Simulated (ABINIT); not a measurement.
# AlRu (Pm-3m) in ABINIT: further runs

Aim: see how the results for AlRu move with the level of theory and the settings. Levels: PBE, PBE+D3. Tasks: equation of state.

Everything below comes from runs of ABINIT 10.8.3 (patched build). Logs are shortened: lines on timing, memory, paths and dates and some standing lists are left out, and cuts for length are marked. The log counts tension as positive stress, the text compression.

## (1) Starting point

It takes space group Pm-3m (No. 221, cubic). Conventional cell: a = 2.992 Å, b = 2.992 Å, c = 2.992 Å, α = 90.00°, β = 90.00°, γ = 90.00°. Ru (site symmetry m-3m) has 8 Al at 2.59 Å as nearest neighbours. Al (site symmetry m-3m) has 8 Ru at 2.59 Å as nearest neighbours.

## (2) Equation of state, PBE

run.py reads:

```python
import json, os
import numpy as np
from ase.eos import EquationOfState
from ase.units import GPa
from ase.calculators.abinit import Abinit, AbinitProfile
from ase import Atoms

atoms = Atoms(['Ru', 'Al'],
              cell=[[2.9916, 0.0, 0.0], [0.0, 2.9916, 0.0], [0.0, 0.0, 2.9916]],
              scaled_positions=[[0.5, 0.5, 0.5], [0.0, 0.0, 0.0]],
              pbc=True)

profile = AbinitProfile(command='abinit', pp_paths=[os.path.abspath('pseudos')])
params = dict(
    pps='pawxml', xc='PBE',
    ecut=408.1708,
    pawecutdg=816.3416,
    pawxcdev=0,
    kptopt=1,
    ngkpt=[9, 9, 9],
    nshiftk=1,
    shiftk=[0.0, 0.0, 0.0],
    ixc=11,
    nband=14,
    occopt=3,
    tsmear=0.05,
    nstep=100,
    tolvrs=1e-09,
    prtwf=0,
    prtden=0,
)

cell0 = atoms.cell.copy()
volumes, energies = [], []
for i, x in enumerate([0.94, 0.96, 0.98, 1.0, 1.02, 1.04, 1.06]):
    atoms.set_cell(cell0 * x ** (1 / 3), scale_atoms=True)
    atoms.calc = Abinit(profile=profile, directory=f'v{i}', **params)
    volumes.append(atoms.get_volume() / len(atoms))
    energies.append(atoms.get_potential_energy(force_consistent=True) / len(atoms))
    print(f'{x:5.2f} {volumes[-1]:10.5f} A^3/atom {energies[-1]:14.6f} eV/atom', flush=True)
    json.dump(dict(volumes=volumes, energies=energies), open('results.json', 'w'))
v0, e0, b0 = EquationOfState(volumes, energies, eos='birchmurnaghan').fit()
print(f'V0 {v0:.4f} A^3/atom  E0 {e0:.6f} eV/atom  B0 {b0 / GPa:.2f} GPa')
```

Potentials or basis: JTH PAW PBE v2.0.

The run is started by

```bash
$ python run.py
```

Log:

```text
0.94   12.58370 A^3/atom   -1331.196846 eV/atom
 0.96   12.85144 A^3/atom   -1331.222446 eV/atom
 0.98   13.11918 A^3/atom   -1331.238729 eV/atom
 1.00   13.38692 A^3/atom   -1331.246722 eV/atom
 1.02   13.65466 A^3/atom   -1331.247965 eV/atom
 1.04   13.92239 A^3/atom   -1331.242579 eV/atom
 1.06   14.19013 A^3/atom   -1331.231421 eV/atom
V0 13.5593 A^3/atom  E0 -1331.248312 eV/atom  B0 201.76 GPa
```

abinit.in:

```text
ecut 408.1708 eV
ixc 11
kptopt 1
natom 2
nband 14
ngkpt
9 9 9
nshiftk 1
nsppol 1
nstep 100
occopt 3
pawecutdg 816.3416 eV
pawxcdev 0
prtden 0
prtwf 0
shiftk
0.0 0.0 0.0
tolvrs 1e-09
tsmear 0.05 eV
#Definition of the unit cell
acell
1.00000000000000 1.00000000000000 1.00000000000000 Angstrom
rprim
3.05027371955830 0.00000000000000 0.00000000000000
0.00000000000000 3.05027371955830 0.00000000000000
0.00000000000000 0.00000000000000 3.05027371955830
chkprim 0 # Allow non-primitive cells
#Definition of the atom types
ntypat 2
znucl 13 44
#Enumerate different atomic species
typat
 2 1
pseudos "./pseudos/Al.GGA_PBE-JTH.xml,
./pseudos/Ru.GGA_PBE-JTH.xml"
#Definition of the atoms
xcart
2.88209096940155 2.88209096940155 2.88209096940155
0.00000000000000 0.00000000000000 0.00000000000000
chkexit 1 # abinit.exit file in the running directory terminates after the current SCF
```

abinit.abo:

```text
.Version 10.8.3 of ABINIT
 Symmetries : space group Pm -3 m (#221); Bravais cP (primitive cubic)
================================================================================
 Values of the parameters that define the memory need of the present run
     intxc =       0    ionmov =       0      iscf =      17    lmnmax =      18
     lnmax =       6     mgfft =      24  mpssoang =       3    mqgrid =    3001
     natom =       2  nloc_mem =       2    nspden =       1   nspinor =       1
    nsppol =       1      nsym =      48    n1xccc =       1    ntypat =       2
    occopt =       3   xclevel =       2
       mpw =         540          nfft =       13824          nkpt =          35
 PAW method is used; the additional fine FFT grid is defined by:
   mgfftf=        30    nfftf =     27000
================================================================================
================================================================================

--------------------------------------------------------------------------------
------------- Echo of variables that govern the present computation ------------
--------------------------------------------------------------------------------
 -outvars: echo values of preprocessed input variables --------
            acell      1.8897261259E+00  1.8897261259E+00  1.8897261259E+00 Bohr
              amu      2.69815390E+01  1.01070000E+02
          chkexit           1
          chkprim           0
             ecut      1.50000002E+01 Hartree
              ixc          11
         kptrlatt        9    0    0      0    9    0      0    0    9
          kptrlen      5.18776375E+01
            natom           2
            nband          14
            ngfft          24      24      24
          ngfftdg          30      30      30
             nkpt          35
            nstep         100
             nsym          48
           ntypat           2
           occopt           3
        pawecutdg      3.00000005E+01 Hartree
         pawxcdev           0
           prtden           0
            prtwf           0
            rprim      3.0502737196E+00  0.0000000000E+00  0.0000000000E+00
                       0.0000000000E+00  3.0502737196E+00  0.0000000000E+00
                       0.0000000000E+00  0.0000000000E+00  3.0502737196E+00
[... 172 lines left out ...]

--- !EnergyTerms
iteration_state     : {dtset: 1, }
comment             : Components of total free energy in Hartree
kinetic             :  1.25584969942274E+01
hartree             :  2.30269138372087E+01
xc                  : -4.99285614597928E+00
Ewald energy        : -7.18982931102686E+01
psp_core            :  2.82807544544912E+00
local_psp           : -6.64837938043597E+01
PAW spherical_terms :  7.11837098581695E+00
internal            : -9.78430857979054E+01
'-kT*entropy'       : -6.18991140088472E-04
total_energy        : -9.78437047890455E+01
total_energy_eV     : -2.66246284275246E+03
...

--- !EnergyTermsDC
iteration_state     : {dtset: 1, }
comment             : '"Double-counting" decomposition of free energy'
band_energy         : -7.81325897738089E+00
Ewald energy        : -7.18982931102686E+01
psp_core            :  2.82807544544912E+00
xc_dc               : -2.18009473236910E+01
PAW spherical_terms :  8.41332766558168E-01
internal            : -9.78430911993332E+01
'-kT*entropy'       : -6.18991140088472E-04
total_energy_dc     : -9.78437101904733E+01
total_energy_dc_eV  : -2.66246298973279E+03
...

--- !EnergyTermsWithPAWCore
iteration_state     : {dtset: 1, }
comment             : 'Components of total free energy, including PAW core contributions'
Total energy        : -4.77395850423957E+03
Total energy DC     : -4.77395850964099E+03
Total energy (eV)   : -1.29906028781149E+05
Total energy DC (eV): -1.29906028928129E+05
...

 Cartesian components of stress tensor (hartree/bohr^3)
  sigma(1 1)=  2.87278854E-04  sigma(3 2)=  0.00000000E+00
  sigma(2 2)=  2.87278854E-04  sigma(3 1)=  0.00000000E+00
  sigma(3 3)=  2.87278854E-04  sigma(2 1)=  0.00000000E+00

-Cartesian components of stress tensor (GPa)         [Pressure= -8.4520E+00 GPa]
- sigma(1 1)=  8.45203570E+00  sigma(3 2)=  0.00000000E+00
- sigma(2 2)=  8.45203570E+00  sigma(3 1)=  0.00000000E+00
- sigma(3 3)=  8.45203570E+00  sigma(2 1)=  0.00000000E+00

== END DATASET(S) ==============================================================
================================================================================

 -outvars: echo values of variables after computation  --------
            acell      1.8897261259E+00  1.8897261259E+00  1.8897261259E+00 Bohr
           etotal     -9.7843710190E+01
            fcart     -0.0000000000E+00 -0.0000000000E+00 -0.0000000000E+00
                      -0.0000000000E+00 -0.0000000000E+00 -0.0000000000E+00
            rprim      3.0502737196E+00  0.0000000000E+00  0.0000000000E+00
                       0.0000000000E+00  3.0502737196E+00  0.0000000000E+00
                       0.0000000000E+00  0.0000000000E+00  3.0502737196E+00
           strten      2.8727885419E-04  2.8727885419E-04  2.8727885419E-04
                       0.0000000000E+00  0.0000000000E+00  0.0000000000E+00
           xangst      1.5251368597E+00  1.5251368597E+00  1.5251368597E+00
                      -5.7184678736E-11 -5.7184678736E-11 -5.7184678736E-11
             xred      4.9999999998E-01  4.9999999998E-01  4.9999999998E-01
                      -1.8747392527E-11 -1.8747392527E-11 -1.8747392527E-11
 Calculation completed.
```

Run time: 49 s. Hardware: 1 thread of Arm Neoverse V2, shared host; peak memory 0.09 GiB.

What came out:

```yaml
Equilibrium_volume: 13.56 Å³/atom
Bulk_modulus: 202 GPa
Pressure_derivative_of_the_bulk_modulus: "5.1 (rough: it moves with the points fitted)"
```

Energy against volume, from the lowest point:
| volume (Å³/atom) | energy (meV/atom) |
| --- | --- |
| 12.584 | 51.12 |
| 12.851 | 25.52 |
| 13.119 | 9.24 |
| 13.387 | 1.24 |
| 13.655 | 0.00 |
| 13.922 | 5.39 |
| 14.190 | 16.54 |

Caveat: pressures at fixed basis lie under the slope of the energies; the log and the count of SCF iterations are those of the last ABINIT call alone.

## (3) Equation of state, PBE+D3

run.py: that of step 2 with these lines changed.

```diff
@@ -4,2 +4,4 @@
 from ase.units import GPa
+from ase.calculators.mixing import SumCalculator
+from dftd3.ase import DFTD3
 from ase.calculators.abinit import Abinit, AbinitProfile
@@ -36,5 +38,6 @@
     atoms.set_cell(cell0 * x ** (1 / 3), scale_atoms=True)
-    atoms.calc = Abinit(profile=profile, directory=f'v{i}', **params)
+    atoms.calc = SumCalculator([Abinit(profile=profile, directory=f'v{i}', **params), DFTD3(method='pbe', damping='d3zero')])
     volumes.append(atoms.get_volume() / len(atoms))
-    energies.append(atoms.get_potential_energy(force_consistent=True) / len(atoms))
+    dft, disp = atoms.calc.mixer.calcs
+    energies.append((dft.get_property('free_energy', atoms) + disp.get_property('energy', atoms)) / len(atoms))
     print(f'{x:5.2f} {volumes[-1]:10.5f} A^3/atom {energies[-1]:14.6f} eV/atom', flush=True)
```

Potentials or basis: JTH PAW PBE v2.0.

The run is started by

```bash
$ python run.py
```

Wall time 48 s (1 thread of Arm Neoverse V2, shared host); peak memory 0.09 GiB.

Results (log left out):

- Equilibrium volume: 13.15 Å³/atom
- Bulk modulus: 220 GPa
- Pressure derivative of the bulk modulus: 5.2 (rough: it moves with the points fitted)

Energy against volume, from the lowest point:
```
volume (Å³/atom)  energy (meV/atom)
          12.584              18.03
          12.851               4.64
          13.119               0.00
          13.387               3.12
          13.655              12.44
          13.922              27.91
          14.190              48.65
```

Caveat: pressures at fixed basis lie under the slope of the energies; the log and the count of SCF iterations are those of the last ABINIT call alone.
